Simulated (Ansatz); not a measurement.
**What a trial cell of Nb relaxes into**

Computed with DFT PBE, scalar-relativistic, plane waves, PAW (Ansatz 0.2.0). Cutoff 420 eV, Γ-centred k mesh, Gaussian smearing, no spin polarisation in the final step.

The start puts Nb on the hcp structure type (P6_3/mmc, No. 194), at a guessed volume.

```
CELL_PARAMETERS angstrom
3.04885 0.00000 0.00000
-1.52442 2.64038 0.00000
0.00000 0.00000 4.94844
ATOMIC_POSITIONS crystal
Nb 0.33333 0.66667 0.25000
Nb 0.66667 0.33333 0.75000
```

Cell and atoms relax at zero pressure; the relaxation can't lower the symmetry of the start. After a coarse first stage the cell is made exact in the group found at 0.06 Å.

Energies count from the standard state of Nb at the same level.

Q: Which crystal results?

A: It keeps P6_3/mmc (No. 194). The result has the hcp structure. Conventional cell: a = 2.869 Å, c = 5.239 Å. Around Nb lie 6 Nb at 2.87 Å and 6 Nb at 3.10 Å.

```
Nb
1.0
     2.86854    0.00000    0.00000
    -1.43427    2.48422    0.00000
     0.00000    0.00000    5.23911
Nb
2
Direct
  0.33333 0.66667 0.25000
  0.66667 0.33333 0.75000
```

Q: What are its volume, energy, density and gap?

A: The volume per atom is 18.67 Å³ and the density is 8.26 g/cm³. The energy over the standard structure is 0.29 eV/atom and the gap on the 24×24×10 mesh is 0 eV (a metal).

The final run used a 24×24×10 mesh on its 2-atom cell and 0.10 eV smearing. The k mesh leaves about 4 meV/atom of noise in metals. Symmetry constrained the relaxation, so the result can be a saddle point.